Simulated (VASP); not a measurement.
# H2C11 (Diamond) in VASP: single point with LDA

Aim: the single point of H2C11 (Diamond) with LDA.

Everything below comes from runs of VASP 6.6.1. Logs are shortened: lines on timing, memory, paths and dates and some standing lists are left out, and cuts for length are marked.

## (1) The cell of the first run

The cell holds a slab with vacuum, 26 atoms: a = 4.995 Å, b = 2.497 Å, c = 26.288 Å, α = 90.00°, β = 90.00°, γ = 90.00°.

## (2) Single point, LDA (clean slab, lower half held)

File INCAR:

```
SYSTEM = H2C11
PREC = Accurate
ENCUT = 520
EDIFF = 1E-6
ISMEAR = 0
SIGMA = 0.05
LREAL = Auto
LASPH = .TRUE.
NELM = 100
ALGO = Fast
ISIF = 2
LWAVE = .FALSE.
LCHARG = .FALSE.
LDIPOL = .TRUE.
IDIPOL = 3
DIPOL = 0.5 0.5 0.486
GGA = CA
NBANDS = 65
```

File KPOINTS:

```
regular mesh
0
G
  6 11 1
  0 0 0
```

File POSCAR:

```
H2C11
1.0
    4.9946312227      0.0000000000      0.0000000000
    0.0000000000      2.4973156114      0.0000000000
    0.0000000000      0.0000000000     26.2875800178
H C
4 22
Direct
    0.2500000000      0.1272757853      0.3233466144
    0.2500000000      0.8727242147      0.3233466144
    0.7500000000      0.8727242147      0.3233466144
    0.7500000000      0.1272757853      0.3233466144
    0.2500000000      0.5000000000      0.3483864241
    0.7500000000      0.5000000000      0.3483864241
    0.5000000000      0.5000000000      0.3819739358
    0.0000000000      0.5000000000      0.3819739358
    0.5000000000      0.0000000000      0.4155614475
    0.0000000000      0.0000000000      0.4155614475
    0.7500000000      0.0000000000      0.4491489592
    0.2500000000      0.0000000000      0.4491489592
    0.7500000000      0.5000000000      0.4827364709
    0.2500000000      0.5000000000      0.4827364709
    0.0038003712      0.5000000000      0.5163608912
    0.4961996288      0.5000000000      0.5163608912
    0.0043414820      0.0000000000      0.5499369951
    0.4956585180      0.0000000000      0.5499369951
    0.2500000000      0.0000000000      0.5866070147
    0.7500000000      0.0000000000      0.5807512366
    0.2500000000      0.5000000000      0.6221958863
    0.7500000000      0.5000000000      0.6122916531
    0.5179088020      0.5000000000      0.6523363999
   -0.0179088020      0.5000000000      0.6523363999
    0.6128261604      0.0000000000      0.6779687161
    0.8871738396      0.0000000000      0.6779687161
```

Potentials or basis: VASP PAW LDA potentials, release 64 (H, C).

On the command line:

```sh
cat potpaw_LDA.64/H/POTCAR potpaw_LDA.64/C/POTCAR > POTCAR
mpirun -np 1 vasp_std > vasp.out
```

OUTCAR:

```text
SYSTEM = H2C11
   PREC = Accurate
   ENCUT = 520
   EDIFF = 1E-6
   ISMEAR = 0
   LREAL = Auto
   LASPH = .TRUE.
   NELM = 100
   ISIF = 2
   GGA = CA

 ion  position               nearest neighbor table
   1  0.250  0.127  0.323-   2 0.64   5 1.14
   2  0.250  0.873  0.323-   1 0.64   5 1.14
   3  0.750  0.873  0.323-   4 0.64   6 1.14
   4  0.750  0.127  0.323-   3 0.64   6 1.14
   5  0.250  0.500  0.348-   1 1.14   2 1.14   7 1.53   8 1.53
   6  0.750  0.500  0.348-   3 1.14   4 1.14   7 1.53   8 1.53
   7  0.500  0.500  0.382-   5 1.53   6 1.53   9 1.53   9 1.53
   8  0.000  0.500  0.382-   5 1.53   6 1.53  10 1.53  10 1.53
   9  0.500  0.000  0.416-  11 1.53  12 1.53   7 1.53   7 1.53
  10  0.000  0.000  0.416-  11 1.53  12 1.53   8 1.53   8 1.53
[... 12 lines left out ...]
  23  0.518  0.500  0.652-  25 1.50  25 1.50  21 1.56  22 1.57
  24  0.982  0.500  0.652-  26 1.50  26 1.50  21 1.56  22 1.57
  25  0.613  0.000  0.678-  26 1.37  23 1.50  23 1.50
  26  0.887  0.000  0.678-  25 1.37  24 1.50  24 1.50

  LATTYP: Found a simple orthorhombic cell.
 ALAT       =     2.4973156114
 B/A-ratio  =     2.0000000000
 C/A-ratio  =    10.5263347163

  Lattice vectors:

 A1 = (   0.0000000000,  -2.4973156114,   0.0000000000)
 A2 = (   4.9946312227,   0.0000000000,   0.0000000000)
 A3 = (   0.0000000000,   0.0000000000,  26.2875800178)

Analysis of symmetry for initial positions (statically):
=====================================================================
 Subroutine PRICEL returns:
 Original cell was already a primitive cell.

 Routine SETGRP: Setting up the symmetry group for a
 simple orthorhombic supercell.

 Subroutine GETGRP returns: Found  4 space group operations
 (whereof  2 operations were pure point group operations)
 out of a pool of  8 trial point group operations.

The static configuration has the point symmetry C_1h.
 The point group associated with its full space group is C_2v.

Analysis of symmetry for dynamics (positions and initial velocities):
=====================================================================
 Subroutine PRICEL returns:
 Original cell was already a primitive cell.

 Routine SETGRP: Setting up the symmetry group for a
 simple orthorhombic supercell.

 Subroutine GETGRP returns: Found  4 space group operations
 (whereof  2 operations were pure point group operations)
 out of a pool of  8 trial point group operations.

The dynamic configuration has the point symmetry C_1h.
 The point group associated with its full space group is C_2v.

 Subroutine INISYM returns: Found  4 space group operations
 (whereof  2 operations are pure point group operations),
 and found     1 'primitive' translations

----------------------------------------------------------------------------------------

                                     Primitive cell

  volume of cell :     327.8895

  direct lattice vectors                    reciprocal lattice vectors
     4.994631223  0.000000000  0.000000000     0.200214982  0.000000000  0.000000000
     0.000000000  2.497315611  0.000000000     0.000000000  0.400429964  0.000000000
     0.000000000  0.000000000 26.287580018     0.000000000  0.000000000  0.038040778

  length of vectors
     4.994631223  2.497315611 26.287580018     0.200214982  0.400429964  0.038040778

  position of ions in fractional coordinates (direct lattice)
     0.250000000  0.127275785  0.323346614
     0.250000000  0.872724215  0.323346614
     0.750000000  0.872724215  0.323346614
     0.750000000  0.127275785  0.323346614
     0.250000000  0.500000000  0.348386424
     0.750000000  0.500000000  0.348386424
[... 18 lines left out ...]
     0.612826160  0.000000000  0.677968716
     0.887173840  0.000000000  0.677968716

  ion indices of the primitive-cell ions
   primitive index   ion index
                 1           1
                 2           2
                 3           3
                 4           4
                 5           5
                 6           6
[... 18 lines left out ...]
                25          25
                26          26

----------------------------------------------------------------------------------------

 KPOINTS: regular mesh

Automatic generation of k-mesh.
 Grid dimensions read from file:
 generate k-points for:    6   11    1

 Generating k-lattice:

  Cartesian coordinates                     Fractional coordinates (reciprocal lattice)
     0.033369164  0.000000000  0.000000000     0.166666667  0.000000000  0.000000000
     0.000000000  0.036402724  0.000000000     0.000000000  0.090909091  0.000000000
     0.000000000  0.000000000  0.038040778     0.000000000  0.000000000  1.000000000

  Length of vectors
     0.033369164  0.036402724  0.038040778

  Shift w.r.t. Gamma in fractional coordinates (k-lattice)
     0.000000000  0.000000000  0.000000000

 Subroutine IBZKPT returns following result:
 ===========================================

 Found     24 irreducible k-points:

 Following reciprocal coordinates:
            Coordinates               Weight
  0.000000  0.000000  0.000000      1.000000
  0.166667  0.000000  0.000000      2.000000
  0.333333  0.000000  0.000000      2.000000
  0.500000  0.000000  0.000000      1.000000
  0.000000  0.090909  0.000000      2.000000
  0.166667  0.090909  0.000000      4.000000
[... 16 lines left out ...]
  0.333333  0.454545  0.000000      4.000000
  0.500000  0.454545  0.000000      2.000000
   k-points           NKPTS =     24   k-points in BZ     NKDIM =     24   number of bands    NBANDS=     65
   number of dos      NEDOS =    301   number of ions     NIONS =     26
   total plane-waves  NPLWV = 156800
   dimension x,y,z NGX =    40 NGY =   20 NGZ =  196
   dimension x,y,z NGXF=    80 NGYF=   40 NGZF=  392
   ions per type =               4  22
   NGX,Y,Z   is equivalent  to a cutoff of  13.31, 13.31, 12.40 a.u.
   NGXF,Y,Z  is equivalent  to a cutoff of  26.63, 26.63, 24.79 a.u.
 SYSTEM =  H2C11
   PREC   = accura    normal or accurate (medium, high low for compatibility)
   ISTART =      0    job   : 0-new  1-cont  2-samecut
   ICHARG =      2    charge: 1-file 2-atom 10-const
   ISPIN  =      1    spin polarized calculation?
   LNONCOLLINEAR =      F non collinear calculations
   LSORBIT =      F    spin-orbit coupling
   LASPH  =      T    aspherical Exc in radial PAW
   ENCUT  =  520.0 eV  38.22 Ry    6.18 a.u.   9.29  4.64 48.88*2*pi/ulx,y,z
   NELM   =    100;   NELMIN=  2; NELMDL= -5     # of ELM steps
   EDIFF  = 0.1E-05   stopping-criterion for ELM
   LREAL  =      T    real-space projection
   EDIFFG = 0.1E-04   stopping-criterion for IOM
   NSW    =      0    number of steps for IOM
   IBRION =     -1    ionic relax: 0-MD 1-quasi-New 2-CG
   NFREE  =      0    steps in history (QN), initial steepest desc. (CG)
   ISIF   =      2    stress and relaxation
   ISYM   =      2    0-nonsym 1-usesym 2-fastsym
   POTIM  = 0.5000    time-step for ionic-motion
   TEBEG  =    0.0;   TEEND  =   0.0 temperature during run
   PSTRESS=    0.0 pullay stress
   NELECT =      92.0000    total number of electrons
   NUPDOWN=      -1.0000    fix difference up-down
   EMIN   =  10.00;   EMAX   =-10.00  energy-range for DOS
   EFERMI =   0.00;   METHOD = LEGACY
   ISMEAR =     0;   SIGMA  =   0.05  broadening in eV -4-tet -1-fermi 0-gaus
   EFERMI_NEDOS =   21; number of points for ismear=-14 and -15
   IALGO  =     68    algorithm
   IMIX   =      4    mixing-type and parameters
     AMIX     =   0.40;   BMIX     =  1.00
     AMIX_MAG =   1.60;   BMIX_MAG =  1.00
  volume/ion in A,a.u.               =      12.61        85.10
  Fermi-wavevector in a.u.,A,eV,Ry     =   1.071754  2.025321 15.628411  1.148656
  Thomas-Fermi vector in A             =   2.207503
   LORBIT       =      0    0 simple, 1 ext, 2 COOP (PROOUT), +10 PAW based schemes
   GGA     = CA    functional components
   LHFCALC =     F    Hartree Fock is set to
   AEXX    =    0.0000 exact exchange contribution
   IVDW    =     0    specifies the selected vdW correction
   LEPSILON=     F    determine dielectric tensor
   LRPA    =     F    only Hartree local field effects (RPA)
 non-spin polarized calculation
 RMM-DIIS sequential band-by-band and
 Gauss-broadening in eV      SIGMA  =   0.05
  energy-cutoff  :      520.00
  volume of cell :      327.89
 maximum number of plane-waves:      8885
 NGX is ok and might be reduce to    40
   NGX = 19   NGY =  9   NGZ = 97

 number of electron      92.0000020 magnetization

 dipolmoment           0.000000      0.000000      0.206685 electrons x Angstroem

 Free energy of the ion-electron system (eV)
  ---------------------------------------------------
  ext. energy  EPLUGINS =         0.00000000
  ---------------------------------------------------
  free energy    TOTEN  =      -224.21533792 eV

  energy without entropy =     -224.21533792  energy(sigma->0) =     -224.21533792

 E-fermi :   2.3845     XC(G=0):  -6.0654

 val. band max:        2.1024830906   @ k =   0.0000   0.0000   0.0000
 cond. band min:       2.6796156686   @ k =   0.5000   0.4545   0.0000
 fundamental gap:      0.5771325780
 Fermi energy:         2.3844507918

 k-point     1 :       0.0000    0.0000    0.0000
  band No.  band energies     occupation
      1     -20.4419      2.00000
      2     -19.7933      2.00000
      3     -18.7059      2.00000
      4     -17.1846      2.00000
      5     -15.8445      2.00000
      6     -15.8301      2.00000
[... 50 lines left out ...]
     57       7.1810      0.00000
     58       7.6467      0.00000

 k-point     2 :       0.1667    0.0000    0.0000
  band No.  band energies     occupation
      1     -20.3177      2.00000
      2     -19.6832      2.00000
      3     -18.6096      2.00000
      4     -17.1885      2.00000
      5     -17.0913      2.00000
      6     -16.3719      2.00000
[... 1336 lines left out ...]
      1     -15.8170      2.00000
      2     -15.4243      2.00000
      3     -15.1811      2.00000
      4     -14.5518      2.00000
      5     -14.3622      2.00000
      6     -14.1059      2.00000
[... 50 lines left out ...]
     57       8.5336      0.00000
     58       8.7998      0.00000
 [bands above 58 left out]

------------------------ aborting loop because EDIFF is reached ----------------------------------------

 vacuum level on the upper side and lower side of the slab       (xc-potential included)         1.298        -1.633

  FORCE on cell =-STRESS in cart. coord.  units (eV):
  Direction    XX          YY          ZZ          XY          YZ          ZX
  --------------------------------------------------------------------------------------
  -------------------------------------------------------------------------------------
  Total       -1.9761957     44.3242249     -2.8487102      0.0000000      0.0000000      0.0000000
  in kB       -9.6563513    216.5829499    -13.9197482      0.0000000      0.0000000      0.0000000
  external PRESSURE =      64.3356168 kB  Pullay stress =       0.0000000 kB

 VOLUME and BASIS-vectors are now :
 -----------------------------------------------------------------------------
  energy-cutoff  :      520.00
  volume of cell :      327.89
      direct lattice vectors                 reciprocal lattice vectors
     4.994631223  0.000000000  0.000000000     0.200214982  0.000000000  0.000000000
     0.000000000  2.497315611  0.000000000     0.000000000  0.400429964  0.000000000
     0.000000000  0.000000000 26.287580018     0.000000000  0.000000000  0.038040778

 POSITION                                       TOTAL-FORCE (eV/Angst)
 -----------------------------------------------------------------------------------
      1.24866      0.31785      8.50000         0.000000     14.547465      0.542441
      1.24866      2.17947      8.50000         0.000000    -14.547465      0.542441
      3.74597      2.17947      8.50000         0.000000    -14.547508      0.541630
      3.74597      0.31785      8.50000         0.000000     14.547508      0.541630
      1.24866      1.24866      9.15824         0.000000      0.000000      0.297976
      3.74597      1.24866      9.15824         0.000000      0.000000      0.288305
[... 18 lines left out ...]
      3.06084      0.00000     17.82216        -0.058136      0.000000      0.076007
      4.43111      0.00000     17.82216         0.058136      0.000000      0.076007
 -----------------------------------------------------------------------------------
    total drift:                                0.000000     -0.000000      0.023953

  FREE ENERGIE OF THE ION-ELECTRON SYSTEM (eV)
  ---------------------------------------------------
  free  energy   TOTEN  =      -224.2153379175 eV

  energy  without entropy=     -224.2153379175  energy(sigma->0) =     -224.21533792

 vacuum level on the upper side and lower side of the slab         7.094         4.103
```

It took 9.4 min on 1 thread of Intel Xeon Platinum 8488C (Sapphire Rapids), shared host; peak memory 0.48 GiB.

Results:

| Quantity | Value |
| --- | --- |
| Free energy | -224.2153 eV |
| Largest force | 14.558 eV/Å |
| Band gap on the k mesh | 0.58 eV, indirect (least direct gap 1.32 eV) |

Forces on the atoms (eV/Å):
```
H     0.000  14.547   0.542
H     0.000 -14.547   0.542
H     0.000 -14.548   0.542
H     0.000  14.548   0.542
C     0.000   0.000   0.298
C     0.000   0.000   0.288
C     0.012   0.000  -1.535
C    -0.012   0.000  -1.535
C    -0.026   0.000   0.113
C     0.026   0.000   0.113
C     0.000   0.000   0.046
C     0.000   0.000  -0.104
C     0.000   0.000   0.370
C     0.000   0.000  -0.357
C    -0.009   0.000  -0.005
C     0.009   0.000  -0.005
C     0.013   0.000  -0.015
C    -0.013   0.000  -0.015
C     0.000   0.000  -0.017
C     0.000   0.000  -0.009
C     0.000   0.000   0.020
C     0.000   0.000   0.011
C    -0.056   0.000   0.009
C     0.056   0.000   0.009
C    -0.058   0.000   0.076
C     0.058   0.000   0.076
```

Levels at points of the mesh, in eV from the valence-band top:
```tsv
k point	band 44	band 45	band 46	band 47	band 48	band 49
(0.00, 0.00, 0.00)	-0.94	-0.37	0.00	1.32	1.69	3.28
(0.50, 0.00, 0.00)	-0.94	-0.15	-0.15	1.20	2.33	2.33
```
